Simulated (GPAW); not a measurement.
Crystal: Si.

```xyz
2
Lattice="4.1209 0.0000 0.0000 -2.0605 3.5688 0.0000 0.0000 0.0000 2.6548" Properties=species:S:1:pos:R:3 pbc="T T T"
Si    0.0000    2.3792    1.3274
Si    2.0605    1.1896    1.3274
```

The cell was built by a generator and needn't be a form met in nature.

| Item | Value |
| --- | --- |
| Program | GPAW 26.7.0 |
| Task | relaxation of cell and atoms |
| Functional | PBEsol |
| Dispersion | D3(BJ) |
| Potentials or basis | PAW data sets generated in the run's folder for this functional |
| Cutoff | 600 eV |
| Basis | pw |
| k mesh | 8 × 8 × 10 |
| Occupations | fermi-dirac, width 0.05 eV |
| Spin | no spin polarisation |

At the start: pressure -3.9 GPa; volume 19.52 Å³/atom.

Question: How do energy, volume and symmetry change on relaxing?

Answer: Over 12 steps the energy falls by 11.6 meV/atom and the volume is 18.63 Å³/atom (-4.6 %); space group P6/mmm (No. 191, to 0.05 Å).

Step by step:
| step | energy change (eV) | largest force (eV/Å) | pressure (GPa) | volume (Å³) |
| --- | --- | --- | --- | --- |
| 1 | 0.0000 | 0.0000 | -3.91 | 39.04 |
| 2 | -0.0064 | 0.0000 | -3.36 | 38.77 |
| 3 | -0.0156 | 0.0000 | -2.29 | 38.26 |
| 4 | -0.0223 | 0.0000 | -0.80 | 37.60 |
| 5 | -0.0222 | 0.0000 | 0.94 | 36.90 |
| 6 | -0.0223 | 0.0000 | 0.90 | 36.92 |
| 7 | -0.0224 | 0.0000 | 0.82 | 36.95 |
| 8 | -0.0226 | 0.0000 | 0.71 | 36.99 |
| 9 | -0.0228 | 0.0000 | 0.57 | 37.04 |
| 10 | -0.0230 | 0.0000 | 0.41 | 37.11 |
| 11 | -0.0231 | 0.0000 | 0.23 | 37.18 |
| 12 | -0.0232 | 0.0000 | 0.04 | 37.25 |

Final structure:
```cif
data_structure
_symmetry_space_group_name_H-M 'P 1'
_symmetry_Int_Tables_number 1
_cell_length_a 4.0652
_cell_length_b 4.0652
_cell_length_c 2.6028
_cell_angle_alpha 90.000
_cell_angle_beta 90.000
_cell_angle_gamma 120.000
_cell_volume 37.25
loop_
_atom_site_label
_atom_site_type_symbol
_atom_site_fract_x
_atom_site_fract_y
_atom_site_fract_z
_atom_site_occupancy
Si1 Si 0.33333 0.66667 0.50000 1
Si2 Si 0.66666 0.33334 0.50000 1
```

Caveat: later steps reuse the first step's grids; pairwise dispersion overbinds metals, which lowers pressure and volume.
